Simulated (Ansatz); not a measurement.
# Mg₂Sn: a prediction, then the measurements

Method: Ansatz 0.2.0, DFT PBE, scalar-relativistic, plane waves, PAW.

Settings: cutoff 420 eV, Γ-centred mesh 12×12×12 on the computed 3-atom cell, Gaussian smearing of 0.10 eV; no spin polarisation.

Relaxed structure, symmetry kept:

```
CELL_PARAMETERS angstrom
0.00000 3.40840 3.40840
3.40840 0.00000 3.40840
3.40840 3.40840 0.00000
ATOMIC_POSITIONS crystal
Mg 0.25000 0.25000 0.25000
Mg 0.75000 0.75000 0.75000
Sn 0.00000 0.00000 0.00000
```

| Quantity | Value |
| --- | --- |
| Space group | Fm-3m (No. 225) |
| Volume per atom | 26.40 Å³ |
| Formation energy from the elements' standard states (uncorrected) | -0.192 eV/atom |
| Kohn–Sham band gap | none (metal) |
| Density of states at the Fermi level | 0.19 states/eV per cell (so small that it hangs on the mesh: a semimetal, or crossings between mesh points) |
| Löwdin character within 0.5 eV of the Fermi level | Sn 5p 47 %, Mg 3s 32 %, unprojected 21 % |
| Bader charges (e) | Mg (2 in the cell) 1.41, Sn (1 in the cell) -2.81 |

**Measured values to compare with.**

“Control of the Thermoelectric Properties of Mg2Sn Single Crystals via Point-Defect Engineering”, 2020, pmc:7005024 reports, for a bulk crystal of Mg2Sn: lattice constant a 6.7625 ± 0.0002 Å.

A measured lattice constant a of Mg2Sn is 6.7625 Å (the paper above); the calculated 6.817 Å misses it by +0.8 %. 2 values of this kind are on record (6.7576 to 6.7625 Å); this one was drawn at random, those with a stated uncertainty first. The calculation is for 0 K without zero-point motion.